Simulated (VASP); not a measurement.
A run of VASP 6.6.1:

File INCAR:

```
  PREC = Accurate
  ENCUT = 600
  EDIFF = 1E-7
  ISMEAR = -1
  SIGMA = 0.05
  LREAL = F
  LASPH = T
  NELM = 80
  ALGO = Normal
  ISIF = 3
  LWAVE = F
  LCHARG = F
  METAGGA = R2SCAN
  LMIXTAU = T
  IBRION = 2
  NSW = 60
  EDIFFG = -0.01
```

File KPOINTS:

```
regular mesh
0
Gamma
  10 10 10
```

File POSCAR:

```
Pt
1.0
    0.0000000000      1.9609000000      1.9609000000
    1.9609000000      0.0000000000      1.9609000000
    1.9609000000      1.9609000000      0.0000000000
Pt
1
Direct
    0.0000000000      0.0000000000      0.0000000000
```

Potentials or basis: VASP PAW PBE potentials, release 64 (Pt).

Launch:

```console
$ cat potpaw_PBE.64/Pt/POTCAR > POTCAR
$ mpirun -np 1 vasp_std > vasp.out
```

Hardware: 1 thread of Intel(R) Xeon(R) Platinum 8375C CPU @ 2.90GHz (Ice Lake), on a shared host.

Estimate the wall time of this run.

Wall time 51 s on 1 thread of Intel(R) Xeon(R) Platinum 8375C CPU @ 2.90GHz (Ice Lake) (shared host), peak memory 0.16 GiB. Counts: scf iterations 36, k points 47, ion steps 3.
